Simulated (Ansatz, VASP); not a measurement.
## NiO: VASP beside Ansatz

The input INCAR:

```
  PREC = Accurate
  ENCUT = 520
  EDIFF = 1E-6
  ISMEAR = 0
  SIGMA = 0.05
  LREAL = F
  LASPH = T
  NELM = 150
  ALGO = Normal
  ISIF = 2
  LWAVE = F
  LCHARG = F
  ISPIN = 2
  MAGMOM = 1.62 0
  LORBIT = 11
  LMAXMIX = 4
  GGA = PE
  NBANDS = 19
```

File KPOINTS:

```
regular mesh
0
Gamma
  12 12 12
```

Contents of POSCAR:

```
NiO
1.0
    0.0000000000      2.2259127206      2.2259127206
    2.2259127206      0.0000000000      2.2259127206
    2.2259127206      2.2259127206      0.0000000000
Ni O
1 1
Direct
    0.0000000000      0.0000000000      0.0000000000
    0.2500000000      0.2500000000      0.2500000000
```

Input for Ansatz:

```yaml
crystal:
  lattice:
    - [0.0, 2.2259127206, 2.2259127206]
    - [2.2259127206, 0.0, 2.2259127206]
    - [2.2259127206, 2.2259127206, 0.0]
  atoms:
    - { symbol: Ni, position: [0.0, 0.0, 0.0], spin: 1.62 }
    - { symbol: O, position: [0.25, 0.25, 0.25] }
basis:
  ecutwfc: 420
  ecutrho_ratio: 4
kpoints:
  mp_grid: { grid: [12, 12, 12] }
hamiltonian:
  xc: pbe
scf:
  occupations: { method: gaussian, width: 0.05 }
output:
  forces: true
  stress: true
  eigenvalues: true
  populations: true
magnetization:
  spin_polarized: true
```

Alike in both runs: task single point; functional PBE; k mesh 12 × 12 × 12; occupations gaussian, width 0.05 eV; collinear spin.

|  | VASP | Ansatz |
| --- | --- | --- |
| version | VASP 6.6.1 | Ansatz 0.2.0 |
| potentials or method | VASP PAW PBE potentials, release 64 (Ni, O) | scalar-relativistic, plane waves, PAW |
| plane-wave cutoff (eV) | 520 | 420 |
| valence electrons in the cell | 16 | 24 |

```tsv
	VASP	Ansatz	Ansatz less VASP
gap on the k mesh at the Fermi level (eV)	none	none	-
pressure (GPa)	3.1	2.9	-0.20
net moment per atom (μB)	0.93	0.95	+0.015
size of the moment on the site where the two differ most (μB)	1.46	1.44	-0.024
```

Site moments also hang on the region over which each program counts them. A gap of «none» marks a metal or a gap that the smearing closes. The two sets of potentials don't hold the same shells in valence.

Caveats: a cell with one magnetic atom can't hold antiferromagnetic order, which such compounds often take; semilocal functionals often make such compounds metallic where correlation or magnetic order opens a gap, which also shifts bond lengths.
